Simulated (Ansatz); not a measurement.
A calculation with Ansatz 0.2.0 of Rb (native input, Cartesian positions):

File input.yaml:

```yaml
crystal:
  lattice:
    - [-2.977953, 2.952802, 2.746577]
    - [2.996194, -2.89814, 2.707172]
    - [2.979386, 2.899573, -2.687437]
  atoms:
    - { symbol: Rb, position_ang: [0.0, 0.0, 0.0] }
hamiltonian:
  xc: lda
  pseudopotentials: { kind: paw_fr }
magnetization:
  noncollinear: true
  spin_orbit: true
kpoints:
  mp_grid: { grid: [5, 5, 5] }
scf:
  occupations: { method: fermi_dirac, width: 0.05 }
output:
  forces: true
  stress: true
  eigenvalues: true
  xc_energy_on_converged_density: [pbe, pbesol, rpbe, revpbe, blyp]
  write_density: true
  write_potential: true
  elf: true
  volumetric_format: npy
```

Potentials or basis: Ansatz PAW.

The run is started by

```console
$ ansatz run input.yaml --threads 1 --pin off --max-ram 2560MiB --backend cpu --events-out ev --progress --plain --runs-dir out
```

The cell isn't the ideal one: cell strained at random at fixed volume.

This isn't the form of Rb at room conditions, which is bcc.

Task: Write the same calculation in another form: native input, structure typed inline.

Result: As run:

input.yaml

```yaml
crystal:
  lattice:
    - [-2.977953, 2.952802, 2.746577]
    - [2.996194, -2.89814, 2.707172]
    - [2.979386, 2.899573, -2.687437]
  atoms:
    - { symbol: Rb, position: [0.0, 0.0, 0.0] }
hamiltonian:
  xc: lda
  pseudopotentials: { kind: paw_fr }
magnetization:
  noncollinear: true
  spin_orbit: true
kpoints:
  mp_grid: { grid: [5, 5, 5] }
scf:
  occupations: { method: fermi_dirac, width: 0.05 }
output:
  forces: true
  stress: true
  eigenvalues: true
  xc_energy_on_converged_density: [pbe, pbesol, rpbe, revpbe, blyp]
```

Potentials or basis: Ansatz PAW.

Command:

```console
$ ansatz run input.yaml --threads 1 --pin off --max-ram 2560MiB --backend cpu --events-out ev --progress --plain --runs-dir out
```

Both were run:

|  | native input, Cartesian positions | native input, structure typed inline |
| --- | --- | --- |
| Pressure | -0.5 GPa | -0.5 GPa |
| Band gap on the k mesh | none (metal or under the smearing width) | none (metal or under the smearing width) |

Keys that steer only the numerical path or the files written may differ.

Caveat: the PAW data sets come from PBE, with cores solved anew for the run's functional, which leaves a small shift of forces and pressure.
